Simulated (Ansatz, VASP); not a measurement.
**Two plane-wave programs on SrO**

Contents of INCAR:

```
SYSTEM = SrO
  ALGO = Normal
  EDIFF = 1E-6
  ENCUT = 520
  GGA = PE
  ISIF = 2
  ISMEAR = -1
  LASPH = .True.
  LCHARG = .True.
  LELF = .True.
  LREAL = .False.
  LVHAR = .True.
  LWAVE = .False.
  NBANDS = 15
  NELM = 80
  PREC = Accurate
  SIGMA = 0.02
```

KPOINTS

```
k-points
0
Gamma
  8 8 8
  0 0 0
```

Contents of POSCAR:

```
SrO
1.0
    0.0000000000      2.8498014893      2.7922805108
    2.8498014893      0.0000000000      2.7922805108
    2.8498014893      2.8498014893      0.0000000000
Sr O
1 1
Direct
    0.0000000000      0.0000000000      0.0000000000
    0.2500000000      0.2500000000      0.2500000000
```

Input for Ansatz:

```yaml
crystal:
  lattice:
    - [0.0, 2.8498014893, 2.7922805108]
    - [2.8498014893, 0.0, 2.7922805108]
    - [2.8498014893, 2.8498014893, 0.0]
  atoms:
    - { symbol: Sr, position: [0.0, 0.0, 0.0] }
    - { symbol: O, position: [0.25, 0.25, 0.25] }
kpoints:
  mp_grid: { grid: [8, 8, 8] }
  band_path:
    path:
      - [0.0, 0.0, 0.0]
      - [-0.5, -0.5, 0.0]
      - [-0.375, -0.375, 0.25]
      - [-0.375, 0.0, 0.375]
      - [0.0, 0.0, 0.5]
      - [-0.5, -0.25, 0.25]
      - [0.25, -0.25, -0.5]
    npoints: 1
hamiltonian:
  xc: pbe
scf:
  occupations: { method: fermi_dirac, width: 0.02 }
  n_extra_bands: 4
output:
  forces: true
  stress: true
  eigenvalues: true
```

Change from the starting cell: biaxial_xy strain +2.1%.

Alike in both runs: task single point; functional PBE; k mesh 8 × 8 × 8; occupations fermi-dirac, width 0.02 eV; no spin polarisation.

|  | VASP | Ansatz |
| --- | --- | --- |
| version | VASP 6.6.1 | Ansatz 0.2.0 |
| potentials or method | VASP PAW PBE potentials, release 64 (Sr_sv, O) | plane waves, PAW |
| plane-wave cutoff (eV) | 520 | 420 |
| valence electrons in the cell | 16 | 16 |

```csv
,VASP,Ansatz,Ansatz less VASP
gap on the k mesh at the Fermi level (eV),2.40,2.40,-0.004
pressure (GPa),-1.1,-1.5,-0.39
largest component of the traceless stress (GPa),0.18,0.18,+0.008
```

With one functional, cell and mesh, what is left measures potentials, basis and numerics.

A k mesh can miss the band edges.
